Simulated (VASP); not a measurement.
A run of VASP 6.6.1 is set up as follows.

Contents of POSCAR:

```
MgO
1.0
    3.3004900000      0.0000000000      0.0000000000
   -1.6502500000      2.8583100000      0.0000000000
    0.0000000000      0.0000000000      5.0086300000
Mg O
2 2
Direct
    0.3333300000      0.6666700000      0.0034600000
    0.6666700000      0.3333300000      0.5034600000
    0.3333300000      0.6666700000      0.4011400000
    0.6666700000      0.3333300000      0.9011400000
```

File INCAR.step1:

```
PREC     = Accurate       # precision mode
ENCUT    = 520            # plane-wave cutoff, eV
EDIFF    = 1E-5           # SCF threshold, eV
ISMEAR   = 0              # smearing method
SIGMA    = 0.02           # smearing width, eV
LREAL    = False          # projectors in reciprocal space
LASPH    = True           # aspherical terms in the spheres
NELM     = 60             # most SCF steps
ALGO     = Normal         # electronic algorithm
ISIF     = 2              # what is computed and relaxed
LWAVE    = True           # write WAVECAR
LCHARG   = False          # write CHGCAR
GGA      = PE             # functional
```

File INCAR.step2:

```
PREC     = Accurate       # precision mode
ENCUT    = 520            # plane-wave cutoff, eV
EDIFF    = 1E-6           # SCF threshold, eV
ISMEAR   = 0              # smearing method
SIGMA    = 0.02           # smearing width, eV
LREAL    = False          # projectors in reciprocal space
LASPH    = True           # aspherical terms in the spheres
NELM     = 60             # most SCF steps
ALGO     = Normal         # electronic algorithm
ISIF     = 2              # what is computed and relaxed
LWAVE    = False          # write WAVECAR
LCHARG   = False          # write CHGCAR
GGA      = PE             # functional
LHFCALC  = True           # exact exchange
AEXX     = 0.25           # exact-exchange fraction
PRECFOCK = Fast         
HFRCUT   = -1           
ISTART   = 1
```

File KPOINTS:

```
Automatic mesh
0
Gamma
  6 6 4
```

Potentials or basis: VASP PAW PBE potentials, release 64 (Mg, O).

The run is started by

```bash
$ cat potpaw_PBE.64/Mg/POTCAR potpaw_PBE.64/O/POTCAR > POTCAR
$ cp INCAR.step1 INCAR
$ mpirun -np 1 vasp_std > vasp.out
$ cp INCAR.step2 INCAR
$ mpirun -np 1 vasp_std > vasp.out
```

**Question.** Estimate the band gap on the k mesh.

**Answer.** 5.79 eV, direct.

**Question.** What does it give for the largest force?

**Answer.** 0.020 eV/Å.

**Question.** Estimate the pressure.

**Answer.** -0.6 GPa.

Stress tensor (GPa, compression positive):
```
-0.79  0.01  0.00
 0.01 -0.78  0.00
 0.00  0.00 -0.35
```

Caveat: the PAW data sets were made with another functional, which shifts forces and pressure a little.
